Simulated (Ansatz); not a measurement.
A run of Ansatz 0.2.0 is set up as follows.

Contents of input:

```
crystal:
  lattice:
    - [3.9535769233, 0.0, 0.0]
    - [-1.9767884617, 3.4238980514, 0.0]
    - [0.0, 0.0, 6.34252886]
  atoms:
    - { symbol: Mn, position: [0.6666666667, 0.3333333333, 0.49884467], spin: 4.0 }
    - { symbol: Mn, position: [0.3333333333, 0.6666666667, 0.99884467], spin: 4.0 }
    - { symbol: S, position: [0.3333333333, 0.6666666667, 0.6261543] }
    - { symbol: S, position: [0.6666666667, 0.3333333333, 0.1261543] }
hamiltonian:
  xc: hse06
  pseudopotentials: { kind: paw }
magnetization:
  spin_polarized: true
kpoints:
  mp_grid: { grid: [6, 6, 4] }
  band_path:
    path:
      - [[0.0, 0.0, 0.0], [0.5, 0.0, 0.0], [0.3333333333, 0.3333333333, 0.0], [0.0, 0.0, 0.0], [0.0, 0.0, 0.5], [0.5, 0.0, 0.5], [0.3333333333, 0.3333333333, 0.5], [0.0, 0.0, 0.5]]
      - [[0.5, 0.0, 0.5], [0.5, 0.0, 0.0]]
      - [[0.3333333333, 0.3333333333, 0.0], [0.3333333333, 0.3333333333, 0.5]]
    npoints: 4
scf:
  occupations: { method: fermi_dirac, width: 0.05 }
  n_extra_bands: 10
output:
  forces: true
  stress: true
  eigenvalues: true
  fatbands: false
```

Estimate the band gap along the path.

1.98 eV, indirect (least direct gap 2.25 eV).

Predict the pressure.

4.9 GPa.

Estimate the largest force.

0.338 eV/Å.

Estimate the absolute moment.

10.00 μB per cell.

Levels at the corners of the path, in eV from the valence-band top:
Spin up:
```tsv
point	band 22	band 23	band 24	band 25	band 26	band 27	band 28	band 29	band 30	band 31
Γ	-1.19	-1.19	-0.04	0.00	0.00	2.25	3.89	6.94	6.94	7.48
M	-3.89	-3.39	-2.89	-1.71	-1.06	4.48	4.88	5.37	7.38	7.96
K	-3.68	-3.68	-2.43	-2.43	-2.13	4.49	6.85	6.85	7.59	8.21
Γ	-1.19	-1.19	-0.04	0.00	0.00	2.25	3.89	6.94	6.94	7.48
A	-2.34	-0.62	-0.62	-0.62	-0.62	3.88	3.88	7.04	7.04	7.27
L	-4.13	-1.96	-1.96	-1.79	-1.79	4.09	4.09	6.25	6.25	9.03
H	-4.07	-3.15	-3.15	-1.65	-1.65	5.50	5.50	6.33	6.33	7.81
A	-2.34	-0.62	-0.62	-0.62	-0.62	3.88	3.88	7.04	7.04	7.27
L	-4.13	-1.96	-1.96	-1.79	-1.79	4.09	4.09	6.25	6.25	9.03
M	-3.89	-3.39	-2.89	-1.71	-1.06	4.48	4.88	5.37	7.38	7.96
K	-3.68	-3.68	-2.43	-2.43	-2.13	4.49	6.85	6.85	7.59	8.21
H	-4.07	-3.15	-3.15	-1.65	-1.65	5.50	5.50	6.33	6.33	7.81
```
Spin down:
| point | band 12 | band 13 | band 14 | band 15 | band 16 | band 17 | band 18 | band 19 | band 20 | band 21 |
| --- | --- | --- | --- | --- | --- | --- | --- | --- | --- | --- |
| Γ | -3.16 | -3.16 | -3.12 | -3.09 | -3.09 | 2.95 | 2.95 | 3.06 | 3.19 | 3.69 |
| M | -4.75 | -4.19 | -3.44 | -3.42 | -3.10 | 2.00 | 2.32 | 3.01 | 3.46 | 3.50 |
| K | -4.38 | -4.38 | -3.93 | -3.76 | -3.76 | 2.37 | 2.59 | 2.59 | 2.59 | 3.40 |
| Γ | -3.16 | -3.16 | -3.12 | -3.09 | -3.09 | 2.95 | 2.95 | 3.06 | 3.19 | 3.69 |
| A | -4.48 | -3.13 | -3.13 | -3.13 | -3.13 | 3.44 | 3.44 | 3.44 | 3.44 | 4.18 |
| L | -5.41 | -3.36 | -3.36 | -3.27 | -3.27 | 2.56 | 2.56 | 3.28 | 3.28 | 3.70 |
| H | -5.02 | -4.33 | -4.33 | -3.02 | -3.02 | 2.51 | 2.51 | 3.16 | 3.16 | 3.82 |
| A | -4.48 | -3.13 | -3.13 | -3.13 | -3.13 | 3.44 | 3.44 | 3.44 | 3.44 | 4.18 |
| L | -5.41 | -3.36 | -3.36 | -3.27 | -3.27 | 2.56 | 2.56 | 3.28 | 3.28 | 3.70 |
| M | -4.75 | -4.19 | -3.44 | -3.42 | -3.10 | 2.00 | 2.32 | 3.01 | 3.46 | 3.50 |
| K | -4.38 | -4.38 | -3.93 | -3.76 | -3.76 | 2.37 | 2.59 | 2.59 | 2.59 | 3.40 |
| H | -5.02 | -4.33 | -4.33 | -3.02 | -3.02 | 2.51 | 2.51 | 3.16 | 3.16 | 3.82 |

Caveat: the magnetic or orbital state may not be the lowest; only a ferromagnetic start was run, and an antiferromagnetic order may lie lower in energy; the PAW data sets come from PBE, with cores solved anew for the run's functional, which leaves a small shift of forces and pressure; the thresholds are loose for stress.
